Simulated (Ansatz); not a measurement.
**InP: a prediction, then the measurements**

Theory: DFT PBE, scalar-relativistic, plane waves, PAW (Ansatz 0.2.0).

Cutoff 420 eV; k points 10×10×10 on the computed 2-atom cell (Γ-centred); Gaussian smearing, width 0.02 eV; no spin polarisation.

Relaxed structure, symmetry kept:

```
CELL_PARAMETERS angstrom
0.00000 2.98003 2.98003
2.98003 0.00000 2.98003
2.98003 2.98003 0.00000
ATOMIC_POSITIONS crystal
In 0.00000 0.00000 0.00000
P 0.25000 0.25000 0.25000
```

```json
{
  "Space group": "F-43m (No. 216)",
  "Volume per atom": "26.46 Å³",
  "Formation energy from the elements' standard states (uncorrected)": "-0.245 eV/atom",
  "Kohn–Sham band gap": "0.44 eV, direct at Γ",
  "Löwdin character of the top 1 eV of the valence band": "P 3p 80 %, In 5p 17 %",
  "Löwdin character of the lowest 1 eV of the conduction band": "In 5s 37 %, P 3p 28 %, P 3s 25 %, In 5p 8 %",
  "Electron masses at the edge by Cartesian direction of the standard setting (m_e; degenerate bands sorted by energy; no spin-orbit coupling)": "x: 0.039; y: 0.039; z: 0.039",
  "Hole masses at the edge by Cartesian direction of the standard setting (m_e; degenerate bands sorted by energy; no spin-orbit coupling)": "x: 0.47, 0.47, 0.039; y: 0.47, 0.47, 0.039; z: 0.47, 0.47, 0.039",
  "Bulk modulus": "59 GPa",
  "Its pressure derivative": "4.7",
  "Bader charges (e)": "In (1 in the cell) 0.88, P (1 in the cell) -0.88"
}
```

**Experimental background.**

A printed reference work, data compilation reports, for a bulk crystal of InP: lattice constant a 5.86875 Å at 291.15 K; band gap 1.4236 eV (direct) at 1.6 K; bulk modulus 71 GPa.

A measured lattice constant a of InP is 5.86875 Å (291.15 K; a printed reference work, data compilation); the calculated 5.960 Å misses it by +1.6 %. The calculation is for 0 K without zero-point motion. Measured band gap of InP: 1.4236 eV (direct; 1.6 K; a printed reference work, data compilation). This calculation gives 0.44 eV (-0.98 eV). Kohn–Sham gaps of semilocal functionals fall short of measured ones as a rule; spin-orbit coupling, left out here, would usually lower the calculated gap of a compound with heavy elements. Against the measured bulk modulus of InP, 71 GPa (a printed reference work, data compilation), the calculated 59 GPa is off by -16.2 %.